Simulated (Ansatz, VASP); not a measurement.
One calculation of TaSi2, two programs

```
Ta Si
1.0
     4.78390    0.00000    0.00000
    -2.39195    4.14298    0.00000
     0.00000    0.00000    6.57000
Ta Si
3 6
Direct
  0.00000 0.50000 0.33333
  0.50000 0.50000 0.66667
  0.50000 0.00000 0.00000
  0.31794 0.15897 0.33333
  0.15897 0.84103 0.66667
  0.84103 0.68206 0.00000
  0.68206 0.84103 0.33333
  0.84103 0.15897 0.66667
  0.15897 0.31794 0.00000
```

Alike in both runs: functional RPBE; k mesh 7 × 7 × 4; occupations fermi-dirac, width 0.05 eV; no spin polarisation.

|  | VASP | Ansatz |
| --- | --- | --- |
| version | VASP 6.6.1 | Ansatz 0.2.0 |
| potentials or method | VASP PAW PBE potentials, release 64 (Ta_pv, Si) | Ansatz PAW |
| plane-wave cutoff (eV) | 520 | 420 |
| valence electrons in the cell | 57 | 63 |
| task | single point | band structure |

|  | VASP | Ansatz | Ansatz less VASP |
| --- | --- | --- | --- |
| gap on the k mesh at the Fermi level (eV) | none | none | - |
| pressure (GPa) | 4.9 | 5.1 | +0.19 |
| largest component of the traceless stress (GPa) | 1.02 | 1.01 | -0.013 |
| rms of the force components (eV/Å) | 0.004 | 0.009 | +0.0052 |

Atom by atom the forces differ by 0.005 eV/Å (rms over components). A gap of «none» marks a metal or a gap that the smearing closes. The two sets of potentials don't hold the same shells in valence.

Caveats: the PAW data sets were made with another functional, which shifts forces and pressure a little (VASP); spin-orbit coupling is left out, which moves the levels of the heavy elements (Ansatz); the PAW data sets come from PBE, with cores solved anew for the run's functional, which leaves a small shift of forces and pressure (Ansatz). Spin-orbit coupling is left out, which matters for the levels of Ta.
